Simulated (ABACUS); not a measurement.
AlN:

```xyz
4
Lattice="3.1130 0.0000 0.0000 -1.5565 2.6959 0.0000 0.0000 0.0000 4.9810" Properties=species:S:1:pos:R:3 pbc="T T T"
Al    1.5565    0.8986    2.4905
Al    0.0000    1.7973    0.0000
N     1.5565    0.8986    4.3833
N     0.0000    1.7973    1.8928
```

Base run:

| Property | Result |
| --- | --- |
| Program | ABACUS 3.10.1 |
| Functional | SOGGA |
| Potentials or basis | PseudoDojo NC SR 0.4.1 PBE standard |
| Cutoff | 1361 eV |
| Density cutoff | 5442 eV |
| Basis | DZP LCAO (the cutoffs set its grid) |
| k mesh | 10 × 10 × 6 |
| Occupations | fermi-dirac, width 0.05 eV |
| Spin | no spin polarisation |

Its results: band gap on the k mesh 4.41 eV, direct; pressure 1.5 GPa; largest force 0.132 eV/Å.

Task: After a change of settings the same cell gave: band gap on the k mesh 4.60 eV, direct; pressure 4.8 GPa; largest force 0.126 eV/Å. Which change was it?
A. functional from SOGGA to PBEsol
B. functional from SOGGA to LDA
C. functional from SOGGA to PBE

Result: C.

PBE binds less tightly than SOGGA, so the same cell stands under more pressure.

Caveats: the atomic orbitals were generated for these runs and aren't a published set; the basis of atomic orbitals isn't converged, which shifts pressures, moduli and gaps; the potentials were made for another functional, which shifts forces and pressure (some runs).
